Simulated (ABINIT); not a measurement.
# BeTe (F-43m) in ABINIT: settings compared

The runs below take BeTe through band structure, equation of state, with PBEsol, PBEsol+D3(BJ), PBE, revPBE+D3(BJ).

Program: ABINIT 10.8.3 (patched build). These are calculated values, not measurements. Logs are shortened: lines on timing, memory, paths and dates and some standing lists are left out, and cuts for length are marked. The log counts tension as positive stress, the text compression.

## Step 1: The crystal as given

It takes space group F-43m (No. 216, cubic). The conventional cell has a = 5.540 Å, b = 5.540 Å, c = 5.540 Å, α = 90.00°, β = 90.00°, γ = 90.00°. Te (site symmetry -43m) has 4 Be at 2.40 Å as nearest neighbours. Be (site symmetry -43m) is surrounded by 4 Te at 2.40 Å.

## Step 2: Band structure, PBEsol

The input, run.abi:

```
ndtset 2

pp_dirpath "./"
pseudos "Te.upf, Be.upf"

acell 3*1.0
rprim
     0.0000000000     5.2345413652     5.2345413652
     5.2345413652     0.0000000000     5.2345413652
     5.2345413652     5.2345413652     0.0000000000
ntypat 2
znucl 52 4
natom 2
typat 1 2
xred
     0.7500000000     0.7500000000     0.7500000000
     0.0000000000     0.0000000000     0.0000000000

ecut 1197.300995 eV

ixc -116133

occopt 3
tsmear 0.05 eV

nstep 100

iomode 3
prtwf 0
prteig 0
prtebands 0
enunit 1
prtden1 1

kptopt1 1
ngkpt1 8 8 8
nshiftk1 1
shiftk1 0.0 0.0 0.0
nband1 14
tolvrs1 1.0e-10

iscf2 -2
getden2 1
nband2 20
nbdbuf2 4
tolwfr2 1.0e-11
kptopt2 -9
ndivsm2 6
prteig2 1
kptbounds2
     0.0000000000     0.0000000000     0.0000000000
     0.5000000000     0.0000000000     0.5000000000
     0.5000000000     0.2500000000     0.7500000000
     0.3750000000     0.3750000000     0.7500000000
     0.0000000000     0.0000000000     0.0000000000
     0.5000000000     0.5000000000     0.5000000000
     0.6250000000     0.2500000000     0.6250000000
     0.5000000000     0.2500000000     0.7500000000
     0.5000000000     0.5000000000     0.5000000000
     0.3750000000     0.3750000000     0.7500000000
```

Potentials or basis: PseudoDojo NC SR PBEsol v0.4.1 standard.

Launch:

```console
$ abinit run.abi > log 2>&1
```

run.abo:

```text
.Version 10.8.3 of ABINIT
 DATASET    1 : space group F-4 3 m (#216); Bravais cF (face-center cubic)
================================================================================
 Values of the parameters that define the memory need for DATASET  1.
     intxc =       0    ionmov =       0      iscf =       7    lmnmax =       6
     lnmax =       6     mgfft =      48  mpssoang =       3    mqgrid =    3001
     natom =       2  nloc_mem =       1    nspden =       1   nspinor =       1
    nsppol =       1      nsym =      24    n1xccc =    2501    ntypat =       2
    occopt =       3   xclevel =       2
       mpw =        4031          nfft =      110592          nkpt =          29
================================================================================
================================================================================

 DATASET    2 : space group F-4 3 m (#216); Bravais cF (face-center cubic)
================================================================================
 Values of the parameters that define the memory need for DATASET  2.
     intxc =       0    ionmov =       0      iscf =      -2    lmnmax =       6
     lnmax =       6     mgfft =      48  mpssoang =       3    mqgrid =    3001
     natom =       2  nloc_mem =       1    nspden =       1   nspinor =       1
    nsppol =       1      nsym =      24    n1xccc =    2501    ntypat =       2
    occopt =       3   xclevel =       2
       mpw =        4031          nfft =      110592          nkpt =         103
================================================================================
================================================================================

--------------------------------------------------------------------------------
------------- Echo of variables that govern the present computation ------------
--------------------------------------------------------------------------------
 -outvars: echo values of preprocessed input variables --------
            acell      1.0000000000E+00  1.0000000000E+00  1.0000000000E+00 Bohr
              amu      1.27600000E+02  9.01218200E+00
             ecut      4.40000000E+01 Hartree
           enunit           1
           getden1          0
           getden2          1
             iscf1          7
             iscf2         -2
                       outvar_i_n : Printing only first  50 k-points.
              ixc     -116133
           jdtset        1    2
                       outvar_i_n : Printing only first  50 k-points.
           kptopt1          1
           kptopt2         -9
         kptrlatt        8    0    0      0    8    0      0    0    8
          kptrlen1     5.92220751E+01
          kptrlen2     3.00000000E+01
            natom           2
            nband1         14
            nband2         20
           nbdbuf1          0
           nbdbuf2          4
           ndtset           2
           ndivsm1          0
           ndivsm2          6
            ngfft          48      48      48
             nkpt1         29
             nkpt2        103
            nstep         100
             nsym          24
           ntypat           2
           occopt           3
        prtebands           0
           prteig1          0
           prteig2          1
            prtwf           0
            rprim      0.0000000000E+00  5.2345413652E+00  5.2345413652E+00
                       5.2345413652E+00  0.0000000000E+00  5.2345413652E+00
                       5.2345413652E+00  5.2345413652E+00  0.0000000000E+00
           shiftk1     0.00000000E+00  0.00000000E+00  0.00000000E+00
           shiftk2     5.00000000E-01  5.00000000E-01  5.00000000E-01
          spgroup         216
           tolvrs1     1.00000000E-10
           tolvrs2     0.00000000E+00
           tolwfr1     0.00000000E+00
           tolwfr2     1.00000000E-11
           tsmear      1.83746611E-03 Hartree
            typat      1  2
[... 191 lines left out ...]

================================================================================
 Non-SCF case, kpt    1 (  0.00000  0.00000  0.00000), residuals and eigenvalues=
  4.32E-12  4.03E-12  4.87E-12  1.64E-12  1.30E-12  6.85E-13  7.30E-12  6.19E-12
  3.75E-12  2.74E-12  4.91E-12  4.60E-12  1.22E-12  9.36E-12  4.12E-12  4.28E-12
  9.64E-11  2.26E-12  3.83E-11  2.36E-10
 -3.4884E+00 -1.1712E+00 -1.1712E+00 -1.1712E+00 -1.1706E+00 -1.1706E+00
 -3.0123E-01  1.6438E-01  1.6438E-01  1.6438E-01  2.9669E-01  2.9669E-01
  2.9669E-01  3.1500E-01  4.7471E-01  5.5284E-01  5.5284E-01  5.8437E-01
  5.8437E-01  5.8437E-01
 Non-SCF case, kpt    2 (  0.02941  0.00000  0.02941), residuals and eigenvalues=
  5.36E-12  6.46E-12  6.95E-12  5.59E-12  6.35E-12  4.77E-12  3.58E-12  1.08E-12
  2.53E-12  6.75E-12  1.76E-12  5.84E-12  2.74E-12  2.80E-12  3.47E-12  6.46E-12
  1.11E-10  8.64E-12  5.46E-11  1.01E-09
 -3.4884E+00 -1.1712E+00 -1.1712E+00 -1.1712E+00 -1.1706E+00 -1.1706E+00
 -3.0080E-01  1.6139E-01  1.6247E-01  1.6247E-01  2.9536E-01  2.9926E-01
[... 796 lines left out ...]
  3.56E-12  1.42E-12  9.91E-12  5.70E-12  5.19E-12  7.10E-12  6.85E-12  2.80E-12
  7.95E-10  1.28E-09  5.71E-06  3.03E-06
 -3.4884E+00 -1.1711E+00 -1.1709E+00 -1.1709E+00 -1.1706E+00 -1.1705E+00
 -2.2955E-01 -1.8672E-02  1.0138E-02  7.9966E-02  2.6275E-01  3.7711E-01
  4.5084E-01  4.6152E-01  5.0381E-01  5.5170E-01  6.7249E-01  7.1382E-01
  7.8629E-01  8.0231E-01
 Non-SCF case, kpt  103 (  0.37500  0.37500  0.75000), residuals and eigenvalues=
  6.94E-12  8.38E-13  1.16E-12  3.40E-12  1.39E-12  1.08E-12  2.97E-12  1.34E-12
  5.54E-12  9.26E-12  1.89E-12  6.31E-12  3.73E-12  2.46E-12  5.97E-12  5.73E-12
  3.37E-09  6.01E-08  1.43E-05  1.05E-04
 -3.4884E+00 -1.1711E+00 -1.1709E+00 -1.1709E+00 -1.1706E+00 -1.1705E+00
 -2.2835E-01 -1.9013E-02  1.0583E-02  7.6405E-02  2.5868E-01  3.5898E-01
  4.6358E-01  4.7661E-01  5.0892E-01  5.5937E-01  6.7301E-01  7.2677E-01
  7.8500E-01  8.0297E-01

--- !ResultsGS
iteration_state: {dtset: 2, }
comment   : Summary of ground state results
lattice_vectors:
- [  0.0000000,   5.2345414,   5.2345414, ]
- [  5.2345414,   0.0000000,   5.2345414, ]
- [  5.2345414,   5.2345414,   0.0000000, ]
lattice_lengths: [   7.40276,    7.40276,    7.40276, ]
lattice_angles: [ 60.000,  60.000,  60.000, ] # degrees, (23, 13, 12)
lattice_volume:   2.8685730E+02
convergence: {deltae:  0.000E+00, res2:  0.000E+00, residm:  9.989E-12, diffor:  0.000E+00, }
etotal    :  -1.18587892E+02
entropy   :   0.00000000E+00
fermie    :   1.96574302E-01
cartesian_stress_tensor: null
pressure_GPa: null
xred      :
- [  7.5000E-01,   7.5000E-01,   7.5000E-01, Te]
- [  0.0000E+00,   0.0000E+00,   0.0000E+00, Be]
cartesian_forces: null
force_length_stats: {min: null, max: null, mean: null, }
...

 Integrated electronic density in atomic spheres:
 ------------------------------------------------
 Atom  Sphere_radius  Integrated_density
    1        2.00000         11.99580677
    2        2.00000          3.06096189
================================================================================

 ----iterations are completed or convergence reached----

 Mean square residual over all n,k,spin=   43.324E-13; max=  99.891E-13
 reduced coordinates (array xred) for    2 atoms
       0.750000000000      0.750000000000      0.750000000000
       0.000000000000      0.000000000000      0.000000000000

 cartesian coordinates (angstrom) at end:
    1      4.15499999717058     4.15499999717058     4.15499999717058
    2      0.00000000000000     0.00000000000000     0.00000000000000
 length scales=  1.000000000000  1.000000000000  1.000000000000 bohr
              =  0.529177210544  0.529177210544  0.529177210544 angstroms
 Eigenvalues (   eV  ) for nkpt= 103  k points:
 kpt#   1, nband= 20, wtk=  1.00000, kpt=  0.0000  0.0000  0.0000 (reduced coord)
 -94.92355  -31.86913  -31.86913  -31.86913  -31.85339  -31.85339   -8.19700    4.47313
   4.47313    4.47313    8.07334    8.07334    8.07334    8.57152   12.91749   15.04366
  15.04366   15.90146   15.90146   15.90146
 kpt#   2, nband= 20, wtk=  1.00000, kpt=  0.0294  0.0000  0.0294 (reduced coord)
 -94.92355  -31.86914  -31.86905  -31.86905  -31.85341  -31.85336   -8.18514    4.39166
   4.42098    4.42098    8.03710    8.14329    8.14329    8.66712   12.95211   14.65438
  15.05853   15.93179   15.93179   16.27313
 kpt#   3, nband= 20, wtk=  1.00000, kpt=  0.0588  0.0000  0.0588 (reduced coord)
 -94.92355  -31.86918  -31.86885  -31.86885  -31.85346  -31.85328   -8.14968    4.16635
   4.27634    4.27634    7.95014    8.34116    8.34116    8.91034   13.03411   14.06576
  15.10316   16.02289   16.02289   16.82548
 kpt#   4, nband= 20, wtk=  1.00000, kpt=  0.0882  0.0000  0.0882 (reduced coord)
 -94.92355  -31.86926  -31.86851  -31.86851  -31.85356  -31.85314   -8.09096    3.83860
   4.06605    4.06605    7.83230    8.63962    8.63962    9.22744   13.01354   13.68106
  15.17756   16.17499   16.17499   17.31082
 kpt#   5, nband= 20, wtk=  1.00000, kpt=  0.1176  0.0000  0.1176 (reduced coord)
[... 381 lines left out ...]
   0.79212    2.43398    7.45475   11.19506   11.31280   11.42974   13.87182   15.03709
  17.49158   18.71828   20.73649   22.30345
 kpt# 101, nband= 20, wtk=  1.00000, kpt=  0.4000  0.4000  0.7000 (reduced coord)
 -94.92354  -31.86778  -31.86343  -31.86275  -31.85401  -31.85158   -6.30269   -0.60968
   0.46739    2.29555    7.28926   10.78303   11.81475   11.95032   13.76945   14.96794
  18.03295   18.98878   21.12950   22.06155
 kpt# 102, nband= 20, wtk=  1.00000, kpt=  0.3875  0.3875  0.7250 (reduced coord)
 -94.92354  -31.86814  -31.86301  -31.86237  -31.85430  -31.85139   -6.24643   -0.50809
   0.27587    2.17597    7.14982   10.26175   12.26804   12.55850   13.70950   15.01256
  18.29939   19.42397   21.39618   21.83203
 kpt# 103, nband= 20, wtk=  1.00000, kpt=  0.3750  0.3750  0.7500 (reduced coord)
 -94.92354  -31.86850  -31.86266  -31.86210  -31.85456  -31.85120   -6.21372   -0.51737
   0.28797    2.07909    7.03894    9.76841   12.61455   12.96919   13.84851   15.22110
  18.31348   19.77635   21.36097   21.84991

== END DATASET(S) ==============================================================
================================================================================

 -outvars: echo values of variables after computation  --------
            acell      1.0000000000E+00  1.0000000000E+00  1.0000000000E+00 Bohr
           etotal1    -1.1858789184E+02
            fcart1    -0.0000000000E+00 -0.0000000000E+00 -0.0000000000E+00
                      -0.0000000000E+00 -0.0000000000E+00 -0.0000000000E+00
            rprim      0.0000000000E+00  5.2345413652E+00  5.2345413652E+00
                       5.2345413652E+00  0.0000000000E+00  5.2345413652E+00
                       5.2345413652E+00  5.2345413652E+00  0.0000000000E+00
           strten1    -8.1915754086E-05 -8.1915754086E-05 -8.1915754086E-05
                       0.0000000000E+00  0.0000000000E+00  0.0000000000E+00
           xangst      4.1549999972E+00  4.1549999972E+00  4.1549999972E+00
                       0.0000000000E+00  0.0000000000E+00  0.0000000000E+00
             xred      7.5000000000E-01  7.5000000000E-01  7.5000000000E-01
                       0.0000000000E+00  0.0000000000E+00  0.0000000000E+00
 Calculation completed.
```

It took 4.4 min on 1 thread of Arm Neoverse N1, shared host; peak memory 0.2 GiB.

What came out:

| Item | Value |
| --- | --- |
| Free energy | -3226.9409 eV |
| Pressure | 2.4 GPa |
| Band gap on the k mesh | 1.75 eV, indirect (least direct gap 3.60 eV) |
| Band gap along the path | 1.75 eV, indirect (least direct gap 3.60 eV) |
| Valence electrons inside the program's atomic spheres | Te 12.00; Be 3.06 |

Levels at the corners of the path, in eV from the valence-band top:
```csv
point,band 7,band 8,band 9,band 10,band 11,band 12,band 13,band 14
Γ,-12.67,0.00,0.00,0.00,3.60,3.60,3.60,4.10
X,-10.66,-5.38,-2.83,-2.83,1.75,2.57,10.12,10.12
W,-10.62,-4.78,-3.99,-3.47,5.23,5.52,5.69,6.44
K,-10.69,-4.99,-4.19,-2.39,2.57,5.30,8.14,8.50
Γ,-12.67,0.00,0.00,0.00,3.60,3.60,3.60,4.10
L,-11.20,-5.88,-1.21,-1.21,3.19,4.57,4.57,7.77
U,-10.69,-4.99,-4.19,-2.39,2.57,5.30,8.14,8.50
W,-10.62,-4.78,-3.99,-3.47,5.23,5.52,5.69,6.44
L,-11.20,-5.88,-1.21,-1.21,3.19,4.57,4.57,7.77
K,-10.69,-4.99,-4.19,-2.39,2.57,5.30,8.14,8.50
```

Caveat: spin-orbit coupling is left out, which moves the levels of the heavy elements.

## Step 3: Equation of state, PBEsol+D3(BJ)

The input, run.py:

```python
import json, os
import numpy as np
from ase.eos import EquationOfState
from ase.units import GPa
from ase.calculators.mixing import SumCalculator
from dftd3.ase import DFTD3
from ase.calculators.abinit import Abinit, AbinitProfile
from ase import Atoms

atoms = Atoms(['Te', 'Be'],
              cell=[[0.0, 2.77, 2.77], [2.77, 0.0, 2.77], [2.77, 2.77, 0.0]],
              scaled_positions=[[0.75, 0.75, 0.75], [0.0, 0.0, 0.0]],
              pbc=True)

profile = AbinitProfile(command='abinit', pp_paths=[os.path.abspath('pseudos')])
params = dict(
    pps='pawxml', xc='PBE',
    ecut=517.0163,
    pawecutdg=1034.0327,
    kptopt=1,
    ngkpt=[8, 8, 8],
    nshiftk=1,
    shiftk=[0.0, 0.0, 0.0],
    ixc=-116133,
    nband=9,
    occopt=3,
    tsmear=0.05,
    nstep=100,
    tolvrs=1e-09,
    prtwf=0,
    prtden=0,
)

cell0 = atoms.cell.copy()
volumes, energies = [], []
for i, x in enumerate([0.94, 0.96, 0.98, 1.0, 1.02, 1.04, 1.06]):
    atoms.set_cell(cell0 * x ** (1 / 3), scale_atoms=True)
    atoms.calc = SumCalculator([Abinit(profile=profile, directory=f'v{i}', **params), DFTD3(method='pbesol', damping='d3bj')])
    volumes.append(atoms.get_volume() / len(atoms))
    dft, disp = atoms.calc.mixer.calcs
    energies.append((dft.get_property('free_energy', atoms) + disp.get_property('energy', atoms)) / len(atoms))
    print(f'{x:5.2f} {volumes[-1]:10.5f} A^3/atom {energies[-1]:14.6f} eV/atom', flush=True)
    json.dump(dict(volumes=volumes, energies=energies), open('results.json', 'w'))
v0, e0, b0 = EquationOfState(volumes, energies, eos='murnaghan').fit()
print(f'V0 {v0:.4f} A^3/atom  E0 {e0:.6f} eV/atom  B0 {b0 / GPa:.2f} GPa')
```

Potentials or basis: JTH PAW PBE v2.0.

Launch:

```console
$ python run.py
```

Run time: 2.4 min. Hardware: 1 thread of Arm Neoverse N1, shared host; peak memory 0.1 GiB.

Results (log left out):

- Equilibrium volume: 21.29 Å³/atom
- Bulk modulus: 65 GPa
- Pressure derivative of the bulk modulus: 3.8 (rough: it moves with the points fitted)

Energy against volume, from the lowest point:
```tsv
volume (Å³/atom)	energy (meV/atom)
19.979	18.23
20.404	8.15
20.829	2.06
21.254	0.00
21.679	1.26
22.104	6.12
22.529	13.34
```

Caveat: pressures at fixed basis lie under the slope of the energies; the log and the count of SCF iterations are those of the last ABINIT call alone; the PAW data sets were made with another functional, which shifts forces and pressure a little.

## Step 4: Band structure, PBE

Changes to run.abi since step 2:

```diff
@@ -1,11 +1,14 @@
+# Datasets: ground state, then fixed potential
 ndtset 2
 
+# Pseudopotentials
 pp_dirpath "./"
-pseudos "Te.upf, Be.upf"
+pseudos "Te_ONCV_PBE-1.2.upf, Be_ONCV_PBE-1.2.upf"
 
-acell 3*1.0
+# Structure
+acell 3.9173715678 3.9173715678 3.9173715678 Angstrom
 rprim
-     0.0000000000     5.2345413652     5.2345413652
-     5.2345413652     0.0000000000     5.2345413652
-     5.2345413652     5.2345413652     0.0000000000
+     0.0000000000     0.7071067812     0.7071067812
+     0.7071067812     0.0000000000     0.7071067812
+     0.7071067812     0.7071067812     0.0000000000
 ntypat 2
@@ -18,6 +21,9 @@
 
-ecut 1197.300995 eV
+# Plane-wave basis
+ecut 44.0
 
-ixc -116133
+# Exchange and correlation
+ixc 11
 
+# Bands and occupations
 occopt 3
@@ -25,4 +31,6 @@
 
+# SCF cycle
 nstep 100
 
+# Output
 iomode 3
@@ -31,5 +39,5 @@
 prtebands 0
-enunit 1
 prtden1 1
 
+# Dataset 1
 kptopt1 1
@@ -41,2 +49,3 @@
 
+# Dataset 2: bands along G-X-W-K-G-L-U-W-L-K
 iscf2 -2
```

Potentials or basis: SG15 NC PBE v1.2.

Launch:

```console
$ abinit run.abi > log 2>&1
```

It took 4.4 min on 1 thread of Arm Neoverse N1, shared host; peak memory 0.2 GiB.

It converged, with:

| Property | Result |
| --- | --- |
| Free energy | -2740.7473 eV |
| Pressure | 4.4 GPa |
| Band gap on the k mesh | 1.87 eV, indirect (least direct gap 3.61 eV) |
| Band gap along the path | 1.87 eV, indirect (least direct gap 3.61 eV) |
| Valence electrons inside the program's atomic spheres | Te 11.98; Be 3.07 |

Levels at the corners of the path, in eV from the valence-band top:
```csv
point,band 8,band 9,band 10,band 11,band 12,band 13
Γ,0.00,0.00,0.00,3.61,3.61,3.61
X,-5.37,-2.82,-2.82,1.87,2.63,10.13
W,-4.79,-3.95,-3.44,5.34,5.57,5.74
K,-4.99,-4.15,-2.39,2.65,5.36,8.16
Γ,0.00,0.00,0.00,3.61,3.61,3.61
L,-5.85,-1.21,-1.21,3.25,4.61,4.61
U,-4.99,-4.15,-2.39,2.65,5.36,8.16
W,-4.79,-3.95,-3.44,5.34,5.57,5.74
L,-5.85,-1.21,-1.21,3.25,4.61,4.61
K,-4.99,-4.15,-2.39,2.65,5.36,8.16
```

Caveat: spin-orbit coupling is left out, which moves the levels of the heavy elements.

[end of part 1 of 2]
